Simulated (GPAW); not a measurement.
CdSe (Cadmoselite):

```
CELL_PARAMETERS angstrom
4.30000 0.00000 0.00000
-2.15000 3.72391 0.00000
0.00000 0.00000 7.02000
ATOMIC_POSITIONS crystal
Cd 0.66667 0.33333 0.50000
Cd 0.33333 0.66667 0.00000
Se 0.66667 0.33333 0.88500
Se 0.33333 0.66667 0.38500
```

| Item | Value |
| --- | --- |
| Program | GPAW 26.7.0 |
| Task | relaxation of cell and atoms |
| Functional | r4SCAN |
| Potentials or basis | GPAW PAW data sets (gpaw-data 1.2.1) |
| Cutoff | 600 eV |
| Basis | pw |
| k mesh | 5 × 5 × 3 |
| Occupations | fermi-dirac, width 0.05 eV |
| Spin | no spin polarisation |

At the start: pressure 0.9 GPa; volume 28.10 Å³/atom.

Where does the relaxation end?

Over 6 steps the energy falls by 6.1 meV/atom and the volume is 28.52 Å³/atom (+1.5 %); space group P6_3mc (No. 186, to 0.05 Å).

Step by step:
| step | energy change (eV) | largest force (eV/Å) | pressure (GPa) | volume (Å³) |
| --- | --- | --- | --- | --- |
| 1 | 0.0000 | 0.3009 | 0.93 | 112.41 |
| 2 | -0.0066 | 0.2575 | 0.80 | 112.61 |
| 3 | -0.0238 | 0.0383 | 0.18 | 113.79 |
| 4 | -0.0240 | 0.0146 | 0.19 | 113.76 |
| 5 | -0.0242 | 0.0182 | 0.16 | 113.81 |
| 6 | -0.0245 | 0.0268 | 0.05 | 114.06 |

Final structure:
```cif
data_structure
_symmetry_space_group_name_H-M 'P 1'
_symmetry_Int_Tables_number 1
_cell_length_a 4.3298
_cell_length_b 4.3298
_cell_length_c 7.0253
_cell_angle_alpha 90.000
_cell_angle_beta 90.000
_cell_angle_gamma 120.000
_cell_volume 114.06
loop_
_atom_site_label
_atom_site_type_symbol
_atom_site_fract_x
_atom_site_fract_y
_atom_site_fract_z
_atom_site_occupancy
Cd1 Cd 0.66667 0.33333 0.50379 1
Cd2 Cd 0.33333 0.66667 0.00379 1
Se1 Se 0.66667 0.33333 0.88137 1
Se2 Se 0.33333 0.66667 0.38137 1
```

Caveat: later steps reuse the first step's grids; the PAW data sets were made with another functional, which shifts forces and pressure a little.
